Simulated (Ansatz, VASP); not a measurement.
# Two plane-wave programs on Se

INCAR

```
SYSTEM = Se
  ALGO = Normal
  EDIFF = 1E-8
  ENCUT = 520
  GGA = PE
  ISIF = 2
  ISMEAR = -1
  LASPH = .True.
  LCHARG = .False.
  LEFG = .True.
  LREAL = .False.
  LWAVE = .False.
  NBANDS = 16
  NELM = 80
  PREC = Accurate
  SIGMA = 0.03
```

Contents of KPOINTS:

```
k-points
0
Gamma
  6 6 5
  0 0 0
```

File POSCAR:

```
Se
1.0
    4.3661999489     -0.0436619995     -0.0436619995
   -2.2209123752      3.8030710735     -0.0159814010
   -0.0495360000     -0.0495360000      4.9536000000
Se
3
Direct
    0.2254000000      0.0000000000      0.3333333333
    0.0000000000      0.2254000000      0.6666666667
    0.7746000000      0.7746000000      0.0000000000
```

Input for Ansatz:

```yaml
crystal:
  lattice:
    - [4.3661999489, -0.0436619995, -0.0436619995]
    - [-2.2209123752, 3.8030710735, -0.015981401]
    - [-0.049536, -0.049536, 4.9536]
  atoms:
    - { symbol: Se, position: [0.2254, 0.0, 0.3333333333] }
    - { symbol: Se, position: [0.0, 0.2254, 0.6666666667] }
    - { symbol: Se, position: [0.7746, 0.7746, 0.0] }
kpoints:
  mp_grid: { grid: [6, 6, 5] }
scf:
  occupations: { method: fermi_dirac, width: 0.03 }
hamiltonian:
  xc: pbe
  pseudopotentials: { kind: paw }
output:
  forces: true
  stress: true
  eigenvalues: true
  efg: { contact_densities: true }
```

Change from the starting cell: equal xy, yz and zx shear strains of -2 %, PAW files.

Alike in both runs: task electric field gradients; functional PBE; k mesh 6 × 6 × 5; occupations fermi-dirac, width 0.03 eV; no spin polarisation.

|  | VASP | Ansatz |
| --- | --- | --- |
| version | VASP 6.6.1 | Ansatz 0.2.0 |
| potentials or method | VASP PAW PBE potentials, release 64 (Se) | PAW with Ansatz's default frozen-core files, scalar-relativistic |
| plane-wave cutoff (eV) | 520 | 420 |
| valence electrons in the cell | 18 | 48 |

Ansatz gave:

```
gap on the k mesh at the Fermi level (eV)                      : 1.18
pressure (GPa)                                                 : 2.9
largest component of the traceless stress (GPa)                : 1.56
rms of the force components (eV/Å)                             : 0.320
Vzz of the field gradient on the site that differs most (V/Å²) : -513.7
```

Q: Estimate VASP's values.

A: gap on the k mesh at the Fermi level (eV): 1.18; pressure (GPa): 3.0; largest component of the traceless stress (GPa): 1.58; rms of the force components (eV/Å): 0.336; Vzz of the field gradient on the site that differs most (V/Å²): -496.0.

Atom by atom the forces differ by 0.019 eV/Å (rms over components). The functional is the same, so the differences come from potentials, cutoffs and numerics. The two sets of potentials don't hold the same shells in valence.

Caveats: an odd mesh through Γ misses points on the zone boundary, where band edges often lie.
